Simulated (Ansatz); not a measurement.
**La: reading a single point**

```
CELL_PARAMETERS angstrom
0.00000 2.66107 2.66107
2.66107 0.00000 2.66107
2.66107 2.66107 0.00000
ATOMIC_POSITIONS crystal
La 0.00000 0.00000 0.00000
```

The numbers come from plane-wave PAW DFT (Ansatz): PBE, no spin polarisation, 420 eV, 11×11×11 Γ-centred k points, fermi-dirac occupations (width 0.1 eV). Nothing was relaxed.

Problem. What happens at the Fermi level?

Solution. It is a metal, with about 2 states/eV a cell as the mean within 0.25 eV of the Fermi level, mostly La d (82 %).

Problem. Describe some of the short contacts.

Solution. La–La at 3.76 Å: least valence density 0.09 e/Å³ and ELF 0.13 there. Both are smooth PAW fields, read partly inside the augmentation spheres.

Problem. Is the cell too large or too small?

Solution. The pressure is -0.4 GPa (compression positive), so with the atoms held at these fractions the cell is close to zero pressure.

Origin: a known structure type with other elements, at an estimated volume, so it need not be a known compound. Caveats: many states at the Fermi level without spin polarisation, so a magnetic state may lie lower; f levels without a U or exact exchange are poorly placed.
